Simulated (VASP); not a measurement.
# WC (Qusongite) (P-6m2) in VASP: further runs

One crystal, WC (Qusongite), is run at these levels: BLYP+D3, BLYP+D3(BJ); tasks: relaxation of cell and atoms.

Program: VASP 6.6.1. These are calculated values, not measurements. Logs are shortened: lines on timing, memory, paths and dates and some standing lists are left out, and cuts for length are marked.

### Step 1. The structure

The structure is hexagonal, space group P-6m2 (No. 187). The conventional cell has a = 2.907 Å, b = 2.907 Å, c = 2.837 Å, α = 90.00°, β = 90.00°, γ = 120.00°. W (site symmetry -6m2) has 6 C at 2.20 Å as nearest neighbours. Around C (site symmetry -6m2) lie 6 W at 2.20 Å.

### Step 2. Relaxation of cell and atoms, BLYP+D3

INCAR

```
PREC = Accurate
ENCUT = 600
EDIFF = 1E-7
ISMEAR = -1
SIGMA = 0.05
LREAL = False
LASPH = True
NELM = 60
ALGO = Normal
ISIF = 3
LWAVE = False
LCHARG = False
GGA = B5
ALDAX = 1.0
AGGAX = 1.0
AGGAC = 1.0
ALDAC = 0.0
IVDW = 11
VDW_S6 = 1.0
VDW_S8 = 1.682
VDW_SR = 1.094
VDW_SR8 = 1.0
IBRION = 2
NSW = 60
EDIFFG = -0.005
```

KPOINTS

```
Automatic mesh
0
Gamma
  10 10 9
```

POSCAR

```
WC
1.0
    2.9065000000      0.0000000000      0.0000000000
   -1.4532500000      2.5171028361      0.0000000000
    0.0000000000      0.0000000000      2.8366000000
W C
1 1
Direct
    0.0000000000      0.0000000000      0.0000000000
    0.6666666667      0.3333333333      0.5000000000
```

Potentials or basis: VASP PAW PBE potentials, release 64 (W_sv, C).

Launch:

```console
cat potpaw_PBE.64/W_sv/POTCAR potpaw_PBE.64/C/POTCAR > POTCAR
mpirun -np 1 vasp_std > vasp.out
```

OUTCAR:

```text
PREC = Accurate
   ENCUT = 600
   EDIFF = 1E-7
   ISMEAR = -1
   LREAL = False
   LASPH = True
   NELM = 60
   ISIF = 3
   GGA = B5
   IVDW = 11
   IBRION = 2
   NSW = 60
   EDIFFG = -0.005
 IVDW          = 11

 ion  position               nearest neighbor table
   1  0.000  0.000  0.000-   2 2.20   2 2.20   2 2.20   2 2.20   2 2.20   2 2.20
   2  0.667  0.333  0.500-   1 2.20   1 2.20   1 2.20   1 2.20   1 2.20   1 2.20

  LATTYP: Found a hexagonal cell.
 ALAT       =     2.9065000000
 C/A-ratio  =     0.9759504559

  Lattice vectors:

 A1 = (   2.9065000000,   0.0000000000,   0.0000000000)
 A2 = (  -1.4532500000,   2.5171028361,   0.0000000000)
 A3 = (   0.0000000000,   0.0000000000,   2.8366000000)

Analysis of symmetry for initial positions (statically):
=====================================================================
 Subroutine PRICEL returns:
 Original cell was already a primitive cell.

 Routine SETGRP: Setting up the symmetry group for a
 hexagonal supercell.

 Subroutine GETGRP returns: Found 12 space group operations
 (whereof 12 operations were pure point group operations)
 out of a pool of 24 trial point group operations.

The static configuration has the point symmetry D_3h.

Analysis of symmetry for dynamics (positions and initial velocities):
=====================================================================
 Subroutine PRICEL returns:
 Original cell was already a primitive cell.

 Routine SETGRP: Setting up the symmetry group for a
 hexagonal supercell.

 Subroutine GETGRP returns: Found 12 space group operations
 (whereof 12 operations were pure point group operations)
 out of a pool of 24 trial point group operations.

The dynamic configuration has the point symmetry D_3h.

 Subroutine INISYM returns: Found 12 space group operations
 (whereof 12 operations are pure point group operations),
 and found     1 'primitive' translations

----------------------------------------------------------------------------------------

                                     Primitive cell

  volume of cell :      20.7525

  direct lattice vectors                    reciprocal lattice vectors
     2.906500000  0.000000000  0.000000000     0.344056425  0.198641070  0.000000000
    -1.453250000  2.517102836  0.000000000     0.000000000  0.397282139  0.000000000
     0.000000000  0.000000000  2.836600000     0.000000000  0.000000000  0.352534725

  length of vectors
     2.906500000  2.906500000  2.836600000     0.397282139  0.397282139  0.352534725

  position of ions in fractional coordinates (direct lattice)
     0.000000000  0.000000000  0.000000000
     0.666666667  0.333333333  0.500000000

  ion indices of the primitive-cell ions
   primitive index   ion index
                 1           1
                 2           2

----------------------------------------------------------------------------------------

 KPOINTS: Automatic mesh

Automatic generation of k-mesh.
 Grid dimensions read from file:
 generate k-points for:   10   10    9

 Generating k-lattice:

  Cartesian coordinates                     Fractional coordinates (reciprocal lattice)
     0.034405643  0.019864107  0.000000000     0.100000000  0.000000000  0.000000000
     0.000000000  0.039728214  0.000000000     0.000000000  0.100000000  0.000000000
     0.000000000  0.000000000  0.039170525     0.000000000  0.000000000  0.111111111

  Length of vectors
     0.039728214  0.039728214  0.039170525

  Shift w.r.t. Gamma in fractional coordinates (k-lattice)
     0.000000000  0.000000000  0.000000000

 Subroutine IBZKPT returns following result:
 ===========================================

 Found     70 irreducible k-points:

 Following reciprocal coordinates:
            Coordinates               Weight
  0.000000  0.000000  0.000000      1.000000
  0.100000  0.000000  0.000000      6.000000
  0.200000  0.000000  0.000000      6.000000
  0.300000  0.000000  0.000000      6.000000
  0.400000  0.000000  0.000000      6.000000
  0.500000  0.000000  0.000000      3.000000
[... 16 lines left out ...]
  0.300000  0.100000  0.111111     24.000000
  0.400000  0.100000  0.111111     24.000000
 [... further k-points ...]
   k-points           NKPTS =     70   k-points in BZ     NKDIM =     70   number of bands    NBANDS=     13
   number of dos      NEDOS =    301   number of ions     NIONS =      2
   total plane-waves  NPLWV =  13824
   dimension x,y,z NGX =    24 NGY =   24 NGZ =   24
   dimension x,y,z NGXF=    48 NGYF=   48 NGZF=   48
   ions per type =               1   1
   NGX,Y,Z   is equivalent  to a cutoff of  13.73, 13.73, 14.07 a.u.
   NGXF,Y,Z  is equivalent  to a cutoff of  27.46, 27.46, 28.13 a.u.
 SYSTEM =  unknown system
   PREC   = accura    normal or accurate (medium, high low for compatibility)
   ISTART =      0    job   : 0-new  1-cont  2-samecut
   ICHARG =      2    charge: 1-file 2-atom 10-const
   ISPIN  =      1    spin polarized calculation?
   LNONCOLLINEAR =      F non collinear calculations
   LSORBIT =      F    spin-orbit coupling
   LASPH  =      T    aspherical Exc in radial PAW
   ENCUT  =  600.0 eV  44.10 Ry    6.64 a.u.   5.81  5.81  5.67*2*pi/ulx,y,z
   NELM   =     60;   NELMIN=  2; NELMDL= -5     # of ELM steps
   EDIFF  = 0.1E-06   stopping-criterion for ELM
   LREAL  =      F    real-space projection
   EDIFFG = -.5E-02   stopping-criterion for IOM
   NSW    =     60    number of steps for IOM
   IBRION =      2    ionic relax: 0-MD 1-quasi-New 2-CG
   NFREE  =      1    steps in history (QN), initial steepest desc. (CG)
   ISIF   =      3    stress and relaxation
   ISYM   =      2    0-nonsym 1-usesym 2-fastsym
   POTIM  = 0.5000    time-step for ionic-motion
   TEBEG  =    0.0;   TEEND  =   0.0 temperature during run
   PSTRESS=    0.0 pullay stress
   NELECT =      18.0000    total number of electrons
   NUPDOWN=      -1.0000    fix difference up-down
   EMIN   =  10.00;   EMAX   =-10.00  energy-range for DOS
   EFERMI =   0.00;   METHOD = LEGACY
   ISMEAR =    -1;   SIGMA  =   0.05  broadening in eV -4-tet -1-fermi 0-gaus
   EFERMI_NEDOS =   21; number of points for ismear=-14 and -15
   IALGO  =     38    algorithm
   IMIX   =      4    mixing-type and parameters
     AMIX     =   0.40;   BMIX     =  1.00
     AMIX_MAG =   1.60;   BMIX_MAG =  1.00
  volume/ion in A,a.u.               =      10.38        70.02
  Fermi-wavevector in a.u.,A,eV,Ry     =   1.561262  2.950358 33.164744  2.437540
  Thomas-Fermi vector in A             =   2.664353
   LORBIT       =      0    0 simple, 1 ext, 2 COOP (PROOUT), +10 PAW based schemes
   GGA     = B5    functional components
   LHFCALC =     F    Hartree Fock is set to
   AEXX    =    0.0000 exact exchange contribution
   IVDW    =    11    specifies the selected vdW correction
   LEPSILON=     F    determine dielectric tensor
   LRPA    =     F    only Hartree local field effects (RPA)
 conjugate gradient relaxation of ions
 non-spin polarized calculation
  energy-cutoff  :      600.00
  volume of cell :       20.75
 maximum number of plane-waves:       703
 NGX is ok and might be reduce to    24
   NGX = 11   NGY = 11   NGZ = 11

--------------------------------------- Ionic step        1  -------------------------------------------

 number of electron      18.0000000 magnetization

 Free energy of the ion-electron system (eV)
  ---------------------------------------------------
  ext. energy  EPLUGINS =         0.00000000
  ---------------------------------------------------
  free energy    TOTEN  =       -19.95084634 eV

  energy without entropy =      -19.94864117  energy(sigma->0) =      -19.94974375

------------------------ aborting loop because EDIFF is reached ----------------------------------------

 Edisp (eV)   -1.39448

 E8    (eV) :    -1.0061

  FORCE on cell =-STRESS in cart. coord.  units (eV):
  Direction    XX          YY          ZZ          XY          YZ          ZX
  --------------------------------------------------------------------------------------
  -------------------------------------------------------------------------------------
  Total       1.34146     1.34146     1.67099    -0.00000    -0.00000     0.00000
  in kB     103.56626   103.56626   129.00774    -0.00000    -0.00000     0.00000
  external pressure =      112.05 kB  Pullay stress =        0.00 kB
[... 301 lines left out ...]
  energy  without entropy=      -21.3640924517  energy(sigma->0) =      -21.36512401

--------------------------------------- Ionic step        9  -------------------------------------------

 number of electron      18.0000000 magnetization

 Free energy of the ion-electron system (eV)
  ---------------------------------------------------
  ext. energy  EPLUGINS =         0.00000000
  ---------------------------------------------------
  free energy    TOTEN  =       -20.00738730 eV

  energy without entropy =      -20.00532116  energy(sigma->0) =      -20.00635423

 E-fermi :  11.1722     XC(G=0): -12.9345

 val. band max:       11.0881256086   @ k =   0.0000   0.0000   0.3333
 cond. band min:      11.1873432294   @ k =   0.1000   0.0000   0.3333
 fundamental gap:      0.0992176207
 Fermi energy:        11.1721679750

 k-point     1 :       0.0000    0.0000    0.0000
  band No.  band energies     occupation
      1     -62.5145      2.00000
      2     -26.7607      2.00000
      3     -26.6591      2.00000
      4     -26.6591      2.00000
      5      -2.8758      2.00000
      6       7.0897      2.00000
      7       7.9660      2.00000
      8       7.9660      2.00000
      9      11.2439      0.38475
     10      14.2112      0.00000
     11      14.2112      0.00000
     12      16.5375      0.00000
     13      16.5375      0.00000
[... 353 lines left out ...]
 k-point    24 :       0.4000    0.1000    0.1111
  band No.  band energies     occupation
      1     -62.4578      2.00000
      2     -27.3505      2.00000
      3     -26.8663      2.00000
      4     -26.7348      2.00000
      5       0.3682      2.00000
      6       4.6049      2.00000
      7       7.1458      2.00000
      8       8.5909      2.00000
      9       9.9436      2.00000
     10      13.7074      0.00000
     11      15.0185      0.00000
     12      15.8563      0.00000
     13      17.9410      0.00000

 [... further k-points ...]

------------------------ aborting loop because EDIFF is reached ----------------------------------------

 Edisp (eV)   -1.35879

 E8    (eV) :    -0.9832

  FORCE on cell =-STRESS in cart. coord.  units (eV):
  Direction    XX          YY          ZZ          XY          YZ          ZX
  --------------------------------------------------------------------------------------
  -------------------------------------------------------------------------------------
  Total      -0.00038    -0.00038    -0.00011    -0.00000     0.00000    -0.00000
  in kB      -0.02877    -0.02877    -0.00823    -0.00000     0.00000    -0.00000
  external pressure =       -0.02 kB  Pullay stress =        0.00 kB
[... 17 lines left out ...]
  FREE ENERGIE OF THE ION-ELECTRON SYSTEM (eV)
  ---------------------------------------------------
  free  energy   TOTEN  =       -21.3661795278 eV

  energy  without entropy=      -21.3641133920  energy(sigma->0) =      -21.36514646

 reached required accuracy - stopping structural energy minimisation
```

Wall time 1.8 min (1 thread of AMD EPYC 9R45 (Zen 5), shared host); peak memory 0.15 GiB.

Results:

```yaml
Free_energy: -21.3662 eV
Relaxed_volume: 10.68 Å³/atom
Relaxed_cell: a = 2.933 Å, b = 2.933 Å, c = 2.866 Å, α = 90.00°, β = 90.00°, γ = 120.00°
Space_group_after_relaxing_to_0.05_Å: P-6m2 (No. 187)
Energy_gained_by_relaxing: 10.4 meV/atom
Ionic_steps: 9
Pressure_after_relaxing: 0.0 GPa
Band_gap_on_the_k_mesh: none (metal or under the smearing width)
Dispersion_energy_per_atom: -0.679 eV
```

Step by step:
| step | energy change (eV) | largest force (eV/Å) | pressure (GPa) | volume (Å³) |
| --- | --- | --- | --- | --- |
| 1 | 0.0000 | 0.0000 | 11.20 | 20.75 |
| 2 | 0.1099 | 0.0000 | -23.41 | 23.01 |
| 3 | -0.0208 | 0.0000 | -0.28 | 21.37 |
| 4 | -0.0208 | 0.0000 | 0.01 | 21.36 |
| 5 | -0.0208 | 0.0000 | 0.23 | 21.34 |
| 6 | -0.0208 | 0.0000 | 0.17 | 21.35 |
| 7 | -0.0208 | 0.0000 | 0.20 | 21.35 |
| 8 | -0.0208 | 0.0000 | -0.36 | 21.38 |
| 9 | -0.0209 | 0.0000 | 0.00 | 21.36 |

Final structure:
```cif
data_structure
_symmetry_space_group_name_H-M 'P 1'
_symmetry_Int_Tables_number 1
_cell_length_a 2.9333
_cell_length_b 2.9333
_cell_length_c 2.8665
_cell_angle_alpha 90.000
_cell_angle_beta 90.000
_cell_angle_gamma 120.000
_cell_volume 21.36
loop_
_atom_site_label
_atom_site_type_symbol
_atom_site_fract_x
_atom_site_fract_y
_atom_site_fract_z
_atom_site_occupancy
W1 W 0.00000 0.00000 0.00000 1
C1 C 0.66667 0.33333 0.50000 1
```

Caveat: the PAW data sets were made with another functional, which shifts forces and pressure a little; pairwise dispersion overbinds metals, which lowers pressure and volume. Zero-point motion and thermal expansion aren't in these numbers.

### Step 3. Relaxation of cell and atoms, BLYP+D3(BJ)

INCAR

```
PREC     = Accurate       # precision mode
ENCUT    = 600            # plane-wave cutoff, eV
EDIFF    = 1E-7           # SCF threshold, eV
ISMEAR   = -1             # smearing method
SIGMA    = 0.05           # smearing width, eV
LREAL    = False          # projectors in reciprocal space
LASPH    = True           # aspherical terms in the spheres
NELM     = 100            # most SCF steps
ALGO     = Normal         # electronic algorithm
ISIF     = 3              # what is computed and relaxed
LWAVE    = False          # write WAVECAR
LCHARG   = False          # write CHGCAR
GGA      = B5             # functional
ALDAX    = 1.0          
AGGAX    = 1.0          
AGGAC    = 1.0          
ALDAC    = 0.0          
IVDW     = 12             # dispersion correction
VDW_S6   = 1.0          
VDW_S8   = 2.6996       
VDW_A1   = 0.4298       
VDW_A2   = 4.2359       
IBRION   = 2              # ionic algorithm
NSW      = 60             # ionic steps
EDIFFG   = -0.005         # ionic threshold
```

KPOINTS

```
regular mesh
0
Gamma
  10 10 9
```

POSCAR is that of step 2.

Potentials or basis: VASP PAW PBE potentials, release 64 (W_sv, C).

Launch:

```console
cat potpaw_PBE.64/W_sv/POTCAR potpaw_PBE.64/C/POTCAR > POTCAR
mpirun -np 1 vasp_std > vasp.out
```

OUTCAR:

```text
PREC = Accurate
   ENCUT = 600
   EDIFF = 1E-7
   ISMEAR = -1
   LREAL = False
   LASPH = True
   NELM = 100
   ISIF = 3
   GGA = B5
   IVDW = 12
   IBRION = 2
   NSW = 60
   EDIFFG = -0.005
 IVDW          = 12

 ion  position               nearest neighbor table
   1  0.000  0.000  0.000-   2 2.20   2 2.20   2 2.20   2 2.20   2 2.20   2 2.20
   2  0.667  0.333  0.500-   1 2.20   1 2.20   1 2.20   1 2.20   1 2.20   1 2.20

  LATTYP: Found a hexagonal cell.
 ALAT       =     2.9065000000
 C/A-ratio  =     0.9759504559

  Lattice vectors:

 A1 = (   2.9065000000,   0.0000000000,   0.0000000000)
 A2 = (  -1.4532500000,   2.5171028361,   0.0000000000)
 A3 = (   0.0000000000,   0.0000000000,   2.8366000000)

Analysis of symmetry for initial positions (statically):
=====================================================================
 Subroutine PRICEL returns:
 Original cell was already a primitive cell.

[... 379 lines left out ...]

  energy without entropy =      -19.97358703  energy(sigma->0) =      -19.97466693

 E-fermi :  11.4328     XC(G=0): -13.0358

 val. band max:       11.3411841622   @ k =   0.0000   0.0000   0.3333
 cond. band min:      11.4417340986   @ k =   0.4000   0.2000   0.0000
 fundamental gap:      0.1005499363
 Fermi energy:        11.4327897596

 k-point     1 :       0.0000    0.0000    0.0000
  band No.  band energies     occupation
      1     -62.2102      2.00000
      2     -26.4503      2.00000
      3     -26.3513      2.00000
      4     -26.3513      2.00000
      5      -2.7509      2.00000
      6       7.2575      2.00000
      7       8.1412      2.00000
      8       8.1412      2.00000
      9      11.5357      0.22663
     10      14.5700      0.00000
     11      14.5700      0.00000
     12      16.9185      0.00000
     13      16.9185      0.00000
[... 354 lines left out ...]
  band No.  band energies     occupation
      1     -62.1487      2.00000
      2     -27.0860      2.00000
      3     -26.5710      2.00000
      4     -26.4241      2.00000
      5       0.5517      2.00000
      6       4.7680      2.00000
      7       7.3335      2.00000
      8       8.8138      2.00000
      9      10.1757      2.00000
     10      14.0373      0.00000
     11      15.3668      0.00000
     12      16.2470      0.00000
     13      18.3526      0.00000

 [... further k-points ...]

------------------------ aborting loop because EDIFF is reached ----------------------------------------

 Edisp (eV)   -2.12725

 E8    (eV) :    -1.5982
[... 25 lines left out ...]
  FREE ENERGIE OF THE ION-ELECTRON SYSTEM (eV)
  ---------------------------------------------------
  free  energy   TOTEN  =       -22.1029928569 eV

  energy  without entropy=      -22.1008330470  energy(sigma->0) =      -22.10191295

 reached required accuracy - stopping structural energy minimisation
```

OSZICAR:

```text
N       E                     dE             d eps       ncg     rms          rms(c)
DAV:   1     0.125275780132E+03    0.12528E+03   -0.10638E+04  1820   0.171E+03
[... 48 lines left out ...]
   5 F= -.22102971E+02 E0= -.22101886E+02  d E =-.410377E-05
       N       E                     dE             d eps       ncg     rms          rms(c)
DAV:   1    -0.199758102574E+02    0.10947E-03   -0.23466E-03  1825   0.584E-01    0.402E-02
DAV:   2    -0.199757643595E+02    0.45898E-04   -0.96300E-05  1940   0.967E-02    0.219E-02
DAV:   3    -0.199757468708E+02    0.17489E-04   -0.41102E-05  1965   0.595E-02    0.891E-03
DAV:   4    -0.199757468298E+02    0.41005E-07   -0.12898E-06  1935   0.119E-02    0.467E-03
DAV:   5    -0.199757468377E+02   -0.78928E-08   -0.15054E-07  1210   0.415E-03
   6 F= -.22102993E+02 E0= -.22101913E+02  d E =-.258589E-04
```

It took 72 s on 1 thread of AMD EPYC 9R45 (Zen 5), shared host; peak memory 0.14 GiB.

Results:

| Quantity | Value |
| --- | --- |
| Free energy | -22.1030 eV |
| Relaxed volume | 10.48 Å³/atom |
| Relaxed cell | a = 2.917 Å, b = 2.917 Å, c = 2.844 Å, α = 90.00°, β = 90.00°, γ = 120.00° |
| Space group after relaxing (to 0.05 Å) | P-6m2 (No. 187) |
| Energy gained by relaxing | 1.3 meV/atom |
| Ionic steps | 6 |
| Pressure after relaxing | 0.0 GPa |
| Band gap on the k mesh | none (metal or under the smearing width) |
| Dispersion energy per atom | -1.064 eV |

Step by step:
```csv
step,energy change (eV),largest force (eV/Å),pressure (GPa),volume (Å³)
1,0.0000,0.0000,3.97,20.75
2,0.0153,0.0000,-9.80,21.53
3,-0.0026,0.0000,-0.05,20.97
4,-0.0026,0.0000,0.02,20.96
5,-0.0026,0.0000,0.05,20.96
6,-0.0026,0.0000,0.04,20.96
```

Final structure:
```
W C
1.0
     2.91727    0.00000    0.00000
    -1.45863    2.52643    0.00000
     0.00000    0.00000    2.84419
W C
1 1
Direct
  0.00000 0.00000 0.00000
  0.66667 0.33333 0.50000
```

Levels at points of the mesh, in eV from the Fermi level:
```tsv
k point	band 5	band 6	band 7	band 8	band 9	band 10	band 11	band 12	band 13
(0.00, 0.00, 0.00)	-14.18	-4.18	-3.29	-3.29	0.10	3.14	3.14	5.49	5.49
(0.50, 0.00, 0.00)	-10.96	-6.79	-3.56	-3.43	-0.46	2.28	4.40	4.72	6.77
```

Caveat: the PAW data sets were made with another functional, which shifts forces and pressure a little; pairwise dispersion overbinds metals, which lowers pressure and volume. Zero-point motion and thermal expansion aren't in these numbers.
